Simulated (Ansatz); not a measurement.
# Ag under pressure: fit and missing row

Ag, P6_3/mmc, a = 2.867 Å, c = 4.691 Å. This isn't the element's structure at ambient conditions. Ansatz: PBEsol, PAW, 420 eV, Γ-centred 18×18×10 mesh on 2 atoms, Gaussian smearing 0.10 eV; no spin polarisation. Cell and atoms are relaxed at each pressure, and no other structure is tried, so the rows at high pressure may lie past a change of phase.

| V (Å³/atom) | P (GPa) |
| --- | --- |
| 12.170 | 90.01 |
| ? | 50.00 |
| 14.479 | 25.03 |
| 15.393 | 12.03 |
| 16.186 | 4.00 |
| 16.560 | 1.00 |
| 16.696 | 0.02 |
| 16.844 | -1.00 |

Question: Take V0 = 16.696 Å³/atom, count pressures from its P0 = 0.02 GPa, fit the third-order Birch–Murnaghan form to the other rows, and predict the missing volume.

Answer: With the Eulerian strain f = ½[(V0/V)^(2/3) − 1] and y = (P − P0)/[3f(1 + 2f)^(5/2)], the form is the line y = B0 + 1.5 B0 (B0′ − 4) f. Rows (f, y): 0.11733, 150.9; 0.04982, 132.0; 0.02783, 125.6; 0.01045, 120.6; 0.00273, 118.0; -0.00293, 117.8. Means f = 0.03421, y = 127.48; Σ(Δf)² = 0.01013, ΣΔfΔy = 2.851; the slope is their ratio. y = 117.9 + 281.5 f GPa, so B0 = 117.9 GPa and B0′ = 4 + 2 × (281.5)/(3 × 117.9) = 5.59. P = 50.00 GPa is met at f = 0.08123 (y = 140.77), so V = V0 (1 + 2f)^(−3/2) = 13.321 Å³/atom. The run gave 13.324 Å³/atom, so the fit is 0.003 Å³/atom too low, a small miss on the scale of the series.

The compression curve is that of a metal that stiffens steadily as it is squeezed. The fitted B0′ of 5.59 lies above the value of four at which the third-order term vanishes, so resistance to compression grows faster than the second-order form allows. The likely reason is the filled 4d shell: as the atoms approach, Pauli repulsion between neighbouring d shells rises steeply against the softer cohesion from the s electrons and s–d hybridisation.

The axial ratio is close to ideal for packed spheres, so comparison with ordinary fcc silver is reasonable. Against that, B0 of 117.9 GPa is somewhat high and the equilibrium volume somewhat small, probably because the functional binds silver slightly too tightly and thermal expansion is absent.

The small miss at 50.00 GPa supports the fit as an interpolation. The slope, however, rests largely on the most compressed row, so the agreement is no test of extrapolation to higher pressure.
